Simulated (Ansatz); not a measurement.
LiCl (zincblende), relaxed with r2SCAN: 3 runs in the plane-wave code Ansatz, each a calculation of independent-particle optics. Space group F-43m (No. 216), cubic; conventional cell a = 5.466 Å, 20.41 Å³ an atom. Around Li lie 4 Cl at 2.37 Å; around Cl lie 4 Li at 2.37 Å. No spin polarisation and no zero-point or thermal motion; the cell was built from a prototype and may be hypothetical.

```
Li Cl
1.0
     0.00000    2.73304    2.73304
     2.73304    0.00000    2.73304
     2.73304    2.73304    0.00000
Li Cl
1 1
Direct
  0.00000 0.00000 0.00000
  0.25000 0.25000 0.25000
```

On meshes this coarse, single peaks can be features of the mesh. No local fields, no excitons; the zone sum runs over the cells of the mesh, and ε∞ includes the bands left out of the spectrum. Up to four peaks are listed, those above 15 % of the tallest and inside the complete range; the four can differ from row to row.

```
functional  k mesh  broadening (eV)    scissors (eV)  range (eV)  direct gap on the mesh before scissors (eV)  ε∞ xx  ε∞ yy  ε∞ zz  complete up to (eV)  tallest peaks of mean ε₂ (eV)
       PBE   6×6×6              0.1             0.00        0–22                                         6.05   2.74   2.74   2.74                 22.0          7.90 8.70 10.65 11.45
    r2SCAN   6×6×6              0.1             0.00        0–22                                         6.71   2.58   2.58   2.58                 22.0          8.50 9.50 11.35 12.20
       PBE   6×6×6              0.1  1.34 (to HSE06)        0–22                                         6.05   2.54   2.54   2.54                 22.0         9.20 10.05 11.95 12.80
```
